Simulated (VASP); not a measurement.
# PtS2 (P-3m1) in VASP: a series of runs, part 2 of 2

VASP 6.6.1.

## 3. G0W0 quasiparticle levels, PBE

File POSCAR:

```
PtS2
1.0
    3.5432000000      0.0000000000      0.0000000000
   -1.7716000000      3.0685012107      0.0000000000
    0.0000000000      0.0000000000      5.0388000000
Pt S
1 2
Direct
    0.0000000000      0.0000000000      0.0000000000
    0.6666666667      0.3333333333      0.7730000000
    0.3333333333      0.6666666667      0.2270000000
```

File INCAR.step1:

```
PREC = Accurate ; ENCUT = 450
EDIFF = 1E-8 ; ISMEAR = 0
SIGMA = 0.01 ; LREAL = False
LASPH = True ; NELM = 100
ALGO = Normal ; LWAVE = True
LCHARG = False ; GGA = PE
```

File INCAR.step2:

```
PREC = Accurate ; ENCUT = 450
EDIFF = 1E-8 ; ISMEAR = 0
SIGMA = 0.01 ; LREAL = False
LASPH = True ; NELM = 1
ALGO = Exact ; LWAVE = True
LCHARG = False ; GGA = PE
NBANDS = 230 ; LOPTICS = True
ISTART = 1
```

File INCAR.step3:

```
PREC = Accurate ; ENCUT = 450
EDIFF = 1E-8 ; ISMEAR = 0
SIGMA = 0.01 ; LREAL = False
LASPH = True ; ALGO = EVGW0
LWAVE = False ; LCHARG = False
GGA = PE ; NELMGW = 1
NBANDS = 230 ; ENCUTGW = 100
NOMEGA = 48 ; PRECFOCK = Fast
ISTART = 1 ; NBANDSGW = 19
```

File KPOINTS:

```
regular mesh
0
Gamma
  3 3 2
```

Potentials or basis: VASP PAW PBE potentials, release 64 (Pt_GW, S_GW).

Run with:

```sh
$ cat potpaw_PBE.64/Pt_GW/POTCAR potpaw_PBE.64/S_GW/POTCAR > POTCAR
$ cp INCAR.step1 INCAR
$ mpirun -np 1 vasp_std > vasp.out
$ cp INCAR.step2 INCAR
$ mpirun -np 1 vasp_std > vasp.out
$ cp INCAR.step3 INCAR
$ mpirun -np 1 vasp_std > vasp.out
```

OUTCAR:

```text
PREC = Accurate
   ENCUT = 450
   EDIFF = 1E-8
   ISMEAR = 0
   LREAL = False
   LASPH = True
   GGA = PE
   NELMGW = 1
   ENCUTGW = 100
   PRECFOCK = Fast
   ISTART = 1

 Found      6 irreducible k-points:

 Following reciprocal coordinates:
            Coordinates               Weight
  0.000000  0.000000  0.000000      1.000000
  0.333333 -0.000000  0.000000      6.000000
  0.333333  0.333333  0.000000      2.000000
  0.000000  0.000000  0.500000      1.000000
  0.333333 -0.000000  0.500000      6.000000
  0.333333  0.333333  0.500000      2.000000
   k-points           NKPTS =      6   k-points in BZ     NKDIM =     18   number of bands    NBANDS=    230
   number of dos      NEDOS =    301   number of ions     NIONS =      3
   total plane-waves  NPLWV =  28224
   dimension x,y,z NGX =    28 NGY =   28 NGZ =   36
   dimension x,y,z NGXF=    56 NGYF=   56 NGZF=   72
   ions per type =               1   2
   NGX,Y,Z   is equivalent  to a cutoff of  13.14, 13.14, 11.88 a.u.
   NGXF,Y,Z  is equivalent  to a cutoff of  26.28, 26.28, 23.76 a.u.
 SYSTEM =  unknown system
   PREC   = accura    normal or accurate (medium, high low for compatibility)
   ISTART =      1    job   : 0-new  1-cont  2-samecut
   ICHARG =      0    charge: 1-file 2-atom 10-const
   ISPIN  =      1    spin polarized calculation?
   LNONCOLLINEAR =      F non collinear calculations
   LSORBIT =      F    spin-orbit coupling
   LASPH  =      T    aspherical Exc in radial PAW
   ENCUT  =  450.0 eV  33.07 Ry    5.75 a.u.   6.13  6.13  8.72*2*pi/ulx,y,z
   NELM   =     60;   NELMIN=  2; NELMDL=  0     # of ELM steps
   EDIFF  = 0.1E-07   stopping-criterion for ELM
   LREAL  =      F    real-space projection
   EDIFFG = 0.1E-06   stopping-criterion for IOM
   NSW    =      0    number of steps for IOM
   IBRION =     -1    ionic relax: 0-MD 1-quasi-New 2-CG
   NFREE  =      0    steps in history (QN), initial steepest desc. (CG)
   ISIF   =      0    stress and relaxation
   ISYM   =      3    0-nonsym 1-usesym 2-fastsym
   POTIM  = 0.5000    time-step for ionic-motion
   TEBEG  =    0.0;   TEEND  =   0.0 temperature during run
   PSTRESS=    0.0 pullay stress
   NELECT =      22.0000    total number of electrons
   NUPDOWN=      -1.0000    fix difference up-down
   EMIN   =  10.00;   EMAX   =-10.00  energy-range for DOS
   EFERMI =   0.00;   METHOD = LEGACY
   ISMEAR =     0;   SIGMA  =   0.01  broadening in eV -4-tet -1-fermi 0-gaus
   EFERMI_NEDOS =   21; number of points for ismear=-14 and -15
   IALGO  =     38    algorithm
   IMIX   =      4    mixing-type and parameters
     AMIX     =   0.40;   BMIX     =  1.00
     AMIX_MAG =   1.60;   BMIX_MAG =  1.00
  volume/ion in A,a.u.               =      18.26       123.23
  Fermi-wavevector in a.u.,A,eV,Ry     =   1.207812  2.282434 19.848315  1.458810
  Thomas-Fermi vector in A             =   2.343439
   LORBIT       =      0    0 simple, 1 ext, 2 COOP (PROOUT), +10 PAW based schemes
   GGA     = PE    functional components
   LHFCALC =     T    Hartree Fock is set to
   PRECFOCK=fast      Normal, Fast or Accurate (Low or Medium for compatibility)
   ENCUT4O =  -1.0   cutoff for four orbital integrals eV
   NKREDX  =     1    reduce k-point grid by
   NKREDY  =     1    reduce k-point grid by
   NKREDZ  =     1    reduce k-point grid by
   AEXX    =    1.0000 exact exchange contribution
   HFSCREEN=    0.0000 screening length (either q_TF or 0.3 A-1)
   HFSCREENC=   0.0000 screening length for correlation (either q_TF or 0.3 A-1)
   ENCUTFOCK=  -1.0 apply spherical cutoff to Coloumb kernel
   IVDW    =     0    specifies the selected vdW correction
   LEPSILON=     F    determine dielectric tensor
   LRPA    =     F    only Hartree local field effects (RPA)
   LRPAFORCE           =     F    calculate RPA forces
   ENCUTGW             = 100.0    cutoff for response function in eV
   ENCUTGWSOFT         =  80.0    soft cutoff for Coulomb kernel in GW response function in eV
   ENCUTLF             =  -1.0    cutoff for local field effects
   NELMGW              =     1    number of iterations in solving QP/BSE equation
   NELMHF              =     1    number of iterations in the inner HF iteration
   NKREDLFX            =     1    NKREDLFY  =   1   NKREDLFZ  =   1
 non-spin polarized calculation
 Gauss-broadening in eV      SIGMA  =   0.01
  energy-cutoff  :      450.00
  volume of cell :       54.78
 maximum number of plane-waves:      1206
 NGX is ok and might be reduce to    28
  NGX = 14; NGY = 14; NGZ = 20
   NGX = 13   NGY = 13   NGZ = 17
 maximum number of plane-waves:       123
 NGX is ok and might be reduce to    14

 QP shifts <psi_nk| G(iteration)W_0 |psi_nk>: iteration 1
 for sc-GW calculations column KS-energies equals QP-energies in previous step
 and V_xc(KS)=  KS-energies - (<T + V_ion + V_H > + <T+V_H+V_ion>^1  + <V_x>^1)

 k-point   1 :       0.0000    0.0000    0.0000
  band No.  KS-energies  QP-energies   sigma(KS)   V_xc(KS)     V^pw_x(r,r')   Z            occupation Imag(sigma)

      1      -8.8583      -8.9679     -13.3337     -13.1655     -21.5013       0.6517       2.0000       1.5030
      2      -5.6146      -5.8991     -14.4348     -14.0187     -21.2108       0.6839       2.0000       0.9862
      3      -0.3200      -0.8400     -13.8791     -13.1494     -18.0534       0.7126       2.0000       0.4779
      4      -0.3200      -0.8400     -13.8791     -13.1494     -18.0534       0.7126       2.0000       0.4779
      5      -0.2003      -0.7786     -12.8030     -11.9905     -17.6611       0.7116       2.0000       0.7174
      6       2.7428       2.0874     -13.8428     -12.9259     -18.0349       0.7148       2.0000       0.2723
[... 11 lines left out ...]
     18      18.6470      19.0385     -11.1913     -11.6953      -5.1189       0.7768       0.0000      -0.4650
     19      19.2651      19.6782     -11.8201     -12.3676      -5.7558       0.7546       0.0000      -0.4522

 k-point   2 :       0.3333   -0.0000    0.0000
  band No.  KS-energies  QP-energies   sigma(KS)   V_xc(KS)     V^pw_x(r,r')   Z            occupation Imag(sigma)

      1      -7.5812      -7.8145     -13.8143     -13.4560     -21.3453       0.6512       2.0000       1.2035
      2      -6.2610      -6.5231     -14.3798     -13.9836     -21.4274       0.6613       2.0000       0.9979
      3      -0.0553      -0.6292     -13.3117     -12.5255     -17.7631       0.7300       2.0000       0.5569
      4       0.3857      -0.1315     -13.9514     -13.2407     -17.8005       0.7278       2.0000       0.4292
      5       1.1780       0.6448     -13.5466     -12.8228     -17.2469       0.7366       2.0000       0.4269
      6       1.2905       0.6737     -13.1533     -12.3145     -17.2889       0.7353       2.0000       0.4759
[... 11 lines left out ...]
     18      16.1436      16.4752     -11.2055     -11.6411      -5.5200       0.7612       0.0000      -0.3099
     19      17.8730      18.1765     -10.9390     -11.3349      -5.0558       0.7666       0.0000      -0.3914

 k-point   3 :       0.3333    0.3333    0.0000
  band No.  KS-energies  QP-energies   sigma(KS)   V_xc(KS)     V^pw_x(r,r')   Z            occupation Imag(sigma)

      1      -6.5819      -6.8430     -14.2868     -13.8876     -21.4458       0.6542       2.0000       1.0212
      2      -6.5819      -6.8430     -14.2868     -13.8876     -21.4458       0.6542       2.0000       1.0212
      3      -0.1189      -0.6553     -13.2190     -12.4914     -17.1599       0.7370       2.0000       0.5501
      4       0.3775      -0.2234     -13.3282     -12.5052     -17.4308       0.7301       2.0000       0.4549
      5       0.3775      -0.2234     -13.3282     -12.5052     -17.4308       0.7301       2.0000       0.4549
      6       2.1370       1.6101     -13.7071     -12.9846     -17.6023       0.7293       2.0000       0.4086
[... 11 lines left out ...]
     18      17.3449      17.7632     -11.1840     -11.7195      -5.0797       0.7812       0.0000      -0.5043
     19      17.7943      18.2283     -11.4985     -12.0568      -5.3302       0.7772       0.0000      -0.5012

 k-point   4 :       0.0000    0.0000    0.5000
  band No.  KS-energies  QP-energies   sigma(KS)   V_xc(KS)     V^pw_x(r,r')   Z            occupation Imag(sigma)

      1      -8.5791      -8.7059     -13.5342     -13.3381     -21.5096       0.6468       2.0000       1.3560
      2      -6.3063      -6.6159     -13.9055     -13.4435     -21.0323       0.6701       2.0000       1.1797
      3      -0.2998      -0.8212     -13.8869     -13.1581     -18.0522       0.7154       2.0000       0.4759
      4      -0.2998      -0.8212     -13.8869     -13.1581     -18.0522       0.7154       2.0000       0.4759
      5       1.0734       0.5179     -13.6134     -12.8393     -18.3097       0.7176       2.0000       0.5060
      6       2.7200       2.0643     -13.8231     -12.9030     -18.0279       0.7127       2.0000       0.2741
[... 11 lines left out ...]
     18      16.2883      16.2376      -9.2816      -9.2162      -3.9896       0.7760       0.0000      -0.2408
     19      17.8446      18.0683     -10.7446     -11.0409      -5.1094       0.7548       0.0000      -0.3093

 k-point   5 :       0.3333   -0.0000    0.5000
  band No.  KS-energies  QP-energies   sigma(KS)   V_xc(KS)     V^pw_x(r,r')   Z            occupation Imag(sigma)

      1      -7.3619      -7.5993     -13.9853     -13.6215     -21.3837       0.6524       2.0000       1.1148
      2      -6.5042      -6.7672     -14.1809     -13.7809     -21.3647       0.6575       2.0000       1.0738
      3      -0.3931      -0.9927     -13.0861     -12.2618     -17.6138       0.7275       2.0000       0.6140
      4       0.3379      -0.1795     -13.9181     -13.2054     -17.8062       0.7260       2.0000       0.4396
      5       0.6665       0.1288     -13.3826     -12.6546     -17.2438       0.7386       2.0000       0.5033
      6       2.1208       1.5086     -13.5799     -12.7321     -17.8248       0.7220       2.0000       0.3653
[... 11 lines left out ...]
     18      17.0657      17.5472     -11.7184     -12.3498      -5.8193       0.7625       0.0000      -0.4116
     19      18.1413      18.4518     -11.1397     -11.5430      -5.2774       0.7697       0.0000      -0.4013

 k-point   6 :       0.3333    0.3333    0.5000
  band No.  KS-energies  QP-energies   sigma(KS)   V_xc(KS)     V^pw_x(r,r')   Z            occupation Imag(sigma)

      1      -6.5646      -6.8208     -14.3017     -13.9108     -21.4620       0.6555       2.0000       1.0202
      2      -6.5646      -6.8208     -14.3017     -13.9108     -21.4620       0.6555       2.0000       1.0202
      3       0.1604      -0.4667     -13.1157     -12.2549     -17.2951       0.7285       2.0000       0.4805
      4       0.1604      -0.4667     -13.1157     -12.2549     -17.2951       0.7285       2.0000       0.4805
      5       0.2052      -0.3033     -13.4780     -12.7892     -17.2706       0.7381       2.0000       0.4979
      6       2.3307       1.8442     -13.9304     -13.2671     -17.4454       0.7334       2.0000       0.3614
[... 11 lines left out ...]
     18      17.2992      17.5443     -10.8312     -11.1543      -5.1629       0.7587       0.0000      -0.2917
     19      17.2992      17.5443     -10.8312     -11.1543      -5.1629       0.7587       0.0000      -0.2917
```

Run time: 77 s. Hardware: 1 thread of Intel Xeon Platinum 8559C (Emerald Rapids), shared host; peak memory 0.38 GiB.

These settings aren't checked as converged: the numbers below hold their error.

What came out:

```
Band gap on the k mesh, mean-field level : 1.18 eV, indirect (least direct gap 2.40 eV)
Quasiparticle gap                        : 1.66 eV
Least direct quasiparticle gap           : 3.02 eV
```

Caveat: the k mesh is coarse (spacing up to 0.68 Å⁻¹), so the values aren't converged; bands, screening cutoff and mesh are small and nothing is extrapolated, so the quasiparticle values aren't converged; spin-orbit coupling is left out, which moves the levels of the heavy elements; an odd mesh through Γ misses points on the zone boundary, where band edges often lie.
